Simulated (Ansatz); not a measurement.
## Al₂Cu (Fm-3m), comparing deformations

Computed with DFT PBEsol, scalar-relativistic, plane waves, PAW in Ansatz. Cutoff 420 eV, Γ-centred 16×16×16 k-points, Gaussian smearing of 0.15 eV. No spin polarisation. Energies are free energies at this smearing, counted from the undisturbed cell; pressure is positive in compression.

The starting cell (relaxed at this level; it needn't be the usual structure):

```xyz
3
Lattice="-2.0246 2.0246 2.8630 2.0246 -2.0246 2.8630 2.0246 2.0246 -2.8630" Properties=species:S:1:pos:R:3 pbc="T T T"
Al    0.0000    2.0246    1.4315
Al    2.0246    0.0000    1.4315
Cu    0.0000    0.0000    2.8630
```

The cell is strained by ε times a Voigt pattern (xx, yy, zz, yz, xz, xy; engineering shear) with fractional coordinates fixed. τ = (1/V0) dE/dε comes from the stress tensor. Of each scan, only the three points used here are listed.

| pattern | ε | τ (GPa) |
| --- | --- | --- |
| (0, 0, 1, 0, 0, 0) | -0.0250 | -4.84 |
| (0, 0, 1, 0, 0, 0) | 0.0000 | -0.03 |
| (0, 0, 1, 0, 0, 0) | 0.0250 | 3.96 |
| (0, 1, 0, 0, 0, 0) | -0.0250 | -5.63 |
| (0, 1, 0, 0, 0, 0) | 0.0000 | -0.02 |
| (0, 1, 0, 0, 0, 0) | 0.0250 | 4.86 |
| (1, 1, 0, 0, 0, 0) | -0.0150 | -7.82 |
| (1, 1, 0, 0, 0, 0) | 0.0000 | -0.04 |
| (1, 1, 0, 0, 0, 0) | 0.0150 | 6.89 |

Question: Which constants do the scans give, and which deformation costs least for the same size of strain tensor?

Answer: The slope dτ/dε at zero (parabola through three points) is pᵀCp: (0, 0, 1, 0, 0, 0) gives C33 = 176 GPa; (0, 1, 0, 0, 0, 0) gives C22 = 210 GPa; (1, 1, 0, 0, 0, 0) gives C11 + C22 + 2 C12 = 491 GPa. The size of the strain tensor, ε:ε, is ε² times 1.0, 1.0, 2.0. Per unit of it the stiffnesses are 176, 210, 245 GPa, so (0, 0, 1, 0, 0, 0) is the softest of these: at ε:ε = (1 %)² the quadratic term costs 0.86 meV/atom against 1.20 for the stiffest. These are clamped-ion values.

Forces appear on the atoms along this scan, and letting them relax would lower the energy and soften the response. In a metal these slopes depend on the k mesh and the smearing.